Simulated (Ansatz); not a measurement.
Sb:

```xyz
1
Lattice="-1.8713 1.8713 1.8713 1.8713 -1.8713 1.8713 1.8713 1.8713 -1.8713" Properties=species:S:1:pos:R:3 pbc="T T T"
Sb    0.0000    0.0000    0.0000
```

This isn't the form of Sb at room conditions, which is rhombohedral.

Base run:

| Item | Value |
| --- | --- |
| Program | Ansatz 0.2.0 |
| Functional | PBEsol |
| Potentials or basis | all-electron LAPW, scalar-relativistic |
| Cutoff | 172 eV |
| Density cutoff | 687 eV |
| Basis error allowed | 0.001 eV/atom |
| k mesh | 8 × 8 × 8 |
| Occupations | fermi-dirac, width 0.05 eV |
| Spin | no spin polarisation |

Its results: pressure -1.0 GPa.

The run is repeated on the same cell with these changes: k mesh from 8 × 8 × 8 to 6 × 6 × 6; occupations from fermi-dirac, width 0.05 eV to fermi-dirac, width 0.03 eV. What comes out?

Pressure 0.4 GPa.

Caveats: some runs use coarse meshes; the k mesh is thin for a metal, which can move the energy by tens of meV per atom.

Not every run made on this cell is shown here.
